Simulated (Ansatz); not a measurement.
CaF₂ on the sites of the fluorite structure (relaxed group Fm-3m): a band-structure calculation in the plane-wave code Ansatz (PBE). Cell and atoms come from a relaxation with r2SCAN.

```yaml
crystal:
  lattice:
    - [0.0, 2.7195928363, 2.7195928363]
    - [2.7195928363, 0.0, 2.7195928363]
    - [2.7195928363, 2.7195928363, 0.0]
  atoms:
    - { symbol: Ca, position: [0.0, 0.0, 0.0] }
    - { symbol: F, position: [0.75, 0.75, 0.75] }
    - { symbol: F, position: [0.25, 0.25, 0.25] }
kpoints:
  mp_grid: { grid: [8, 8, 8] }
  band_path:
    path:
      - [[0.0, 0.0, 0.0], [0.5, -2.605445797611e-35, 0.5], [0.625, 0.25, 0.625]]
      - [[0.375, 0.375, 0.75], [0.0, 0.0, 0.0], [0.5, 0.5, 0.5], [0.5, 0.25, 0.75], [0.5, -2.605445797611e-35, 0.5]]
    npoints: 10
hamiltonian:
  xc: pbe
scf:
  occupations: { method: fermi_dirac, width: 0.02 }
  n_extra_bands: 4
output:
  forces: true
  stress: true
  eigenvalues: true
```

Some lines of the output have been replaced by numbered gaps.
```
scf.n_extra_bands = 4 over 12 filled bands (N_el = 24.0): the run solves 16 bands
Functional definition: PBE
Crystal: 3 atoms, lattice volume = 40.229 Å³
Basis set: ecut = 420 eV, 749 PW (Γ)
Symmetry: 48 space group operations
Space group: Fm-3m (ITA 225)
k-points: 29 of 512
SCF 1 converged in 6 iterations: F = -3439.794415 eV  dr2 = 3.96e-9
SCF converged after 6 iterations
Free energy (F): -3439.794415 eV
[1]
--- Per-component energies (eV) ---
  E_band       = -183.367914
  E_kinetic    = 694.492253
  E_local      = -1778.500673
  E_nonlocal   = 210.196694
  E_hartree    = 633.091698
  E_xc         = -299.178343
  E_vxc        = -378.794659
  E_paw        = -1259.658623
  E_vpaw       = -196.947000
  E_ewald      = -1640.241517
--- Stress (GPa, compression-positive) ---
[2]
--- Band table (eV; the first three rows and the last of 29) ---
[3]
```

The rows of the band table are 0: (0, 0, 0) = Γ, 1: (0, 0, 1/8), 2: (0, 0, 1/4), 28: (1/4, -1/2, -1/4) = W.

Question: Give the withheld lines. They hold the Fermi energy and the band table, the stress.

Answer:
```
[1]
Fermi energy:    7.152353 eV
[2]
        3.328356       0.000000       0.000000
        0.000000       3.328356       0.000000
        0.000000       0.000000       3.328356
  P = ⅓ Tr σ = 3.3284 GPa (33.284 kbar)
[3]
  k-point 0: bands = […, 1.3072, 1.3072, 1.3072, 3.1915, 3.1915, 3.1915, 10.8245, 12.6688, 12.6688, 14.7744]
  k-point 1: bands = […, 1.3776, 1.3776, 1.4362, 3.0089, 3.1187, 3.1187, 11.2261, 12.7025, 12.7025, 14.6218]
  k-point 2: bands = […, 1.5652, 1.5652, 1.7453, 2.6262, 2.9344, 2.9344, 12.1299, 12.7824, 12.7824, 14.3831]
  k-point 28: bands = […, 1.1666, 1.2939, 2.3954, 2.3954, 3.1653, 3.3564, 11.9384, 13.2596, 13.4617, 13.4617]
```
Only the leading digits can be foreseen; the rest is this run's record.

Command: `ansatz run input.yaml --threads 2 --pin off --max-ram 20275MiB --backend cpu --events-out ev --progress --plain --runs-dir out`.

Question: It took 0.8 s on 2 threads of AMD EPYC 7R13 Processor (Zen 3) (shared host), load about 3.0 per core. What peak of host memory did it reach?

Answer: About 0.31 GiB.

The values are computed, spin-unpolarised, and not measurements.
